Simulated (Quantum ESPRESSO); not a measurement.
Here is a Quantum ESPRESSO 7.5 calculation.

File pw.in:

```
&CONTROL
  calculation = 'scf'
  prefix = 'pwscf'
  outdir = './tmp'
  pseudo_dir = './pseudo'
  tprnfor = .true.
  tstress = .true.
  disk_io = 'low'
/
&SYSTEM
  ibrav = 0
  nat = 2
  ntyp = 2
  ecutwfc = 84
  nbnd = 14
  occupations = 'smearing'
  smearing = 'fd'
  degauss = 0.00367493
/
&ELECTRONS
  conv_thr = 4d-10
  electron_maxstep = 120
  mixing_beta = 0.5
/
ATOMIC_SPECIES
Mg    24.3050 Mg.upf
O     15.9990 O.upf
CELL_PARAMETERS angstrom
   0.0000000000    2.0970013927    2.0970013927
   2.0970013927    0.0000000000    2.0970013927
   2.0970013927    2.0970013927    0.0000000000
ATOMIC_POSITIONS crystal
Mg     0.0000000000    0.0000000000    0.0000000000
O      0.5000000000    0.5000000000    0.5000000000
K_POINTS automatic
8 8 8 1 1 1
```

File scf2.in:

```
&CONTROL
  calculation = 'scf'
  prefix = 'pwscf'
  outdir = './tmp'
  pseudo_dir = './pseudo'
  tprnfor = .true.
  tstress = .true.
  disk_io = 'low'
/
&SYSTEM
  ibrav = 0
  nat = 2
  ntyp = 2
  ecutwfc = 84
  nbnd = 14
  occupations = 'fixed'
/
&ELECTRONS
  conv_thr = 1d-13
  electron_maxstep = 120
  mixing_beta = 0.5
  startingpot = 'file'
  startingwfc = 'file'
/
ATOMIC_SPECIES
Mg    24.3050 Mg.upf
O     15.9990 O.upf
CELL_PARAMETERS angstrom
   0.0000000000    2.0970013927    2.0970013927
   2.0970013927    0.0000000000    2.0970013927
   2.0970013927    2.0970013927    0.0000000000
ATOMIC_POSITIONS crystal
Mg     0.0000000000    0.0000000000    0.0000000000
O      0.5000000000    0.5000000000    0.5000000000
K_POINTS automatic
8 8 8 1 1 1
```

The input ph.in:

```
dielectric of MgO
&INPUTPH
  prefix = 'pwscf'
  outdir = './tmp'
  tr2_ph = 1d-18
  fildyn = 'dyn'
  niter_ph = 90
  alpha_mix(1) = 0.7
  epsil = .true.
  trans = .false.
  zeu = .true.
/
0.0000000000 0.0000000000 0.0000000000
```

Potentials or basis: PseudoDojo 0.4.1 SR LDA standard.

Command:

```bash
$ OMP_NUM_THREADS=1 pw.x -in pw.in > pw.out
$ OMP_NUM_THREADS=1 pw.x -in scf2.in > scf2.out
$ OMP_NUM_THREADS=1 ph.x -in ph.in > ph.out
```

Q: Estimate the electronic dielectric tensor (diagonal).

A: 3.20.

Q: Estimate the Born charges (mean of the diagonal).

A: Mg +1.98; O -1.98 e.

Q: Estimate the pressure.

A: -4.0 GPa.

Born effective charge tensors (e):
atom 1, Mg
```
1.98 0.00 0.00
0.00 1.98 0.00
0.00 0.00 1.98
```
atom 2, O
```
-1.98  0.00  0.00
 0.00 -1.98  0.00
 0.00  0.00 -1.98
```

Caveat: the cell is more than 3 GPa from zero pressure, which shifts response properties.

**Measured values to compare with.**

From “Infrared Optical Properties of Ferropericlase (Mg1-xFexO): Experiment and Theory”, 2007, arxiv:0704.2267, for a bulk crystal of MgO at 295 K: high-frequency dielectric constant 2.95 ± 0.1.

A measured high-frequency dielectric constant of MgO is 2.95 (295 K; “Infrared Optical Properties of Ferropericlase (Mg1-xFexO): Experiment and Theory”, 2007, arxiv:0704.2267); the calculated 3.20 misses it by +8.4 %.
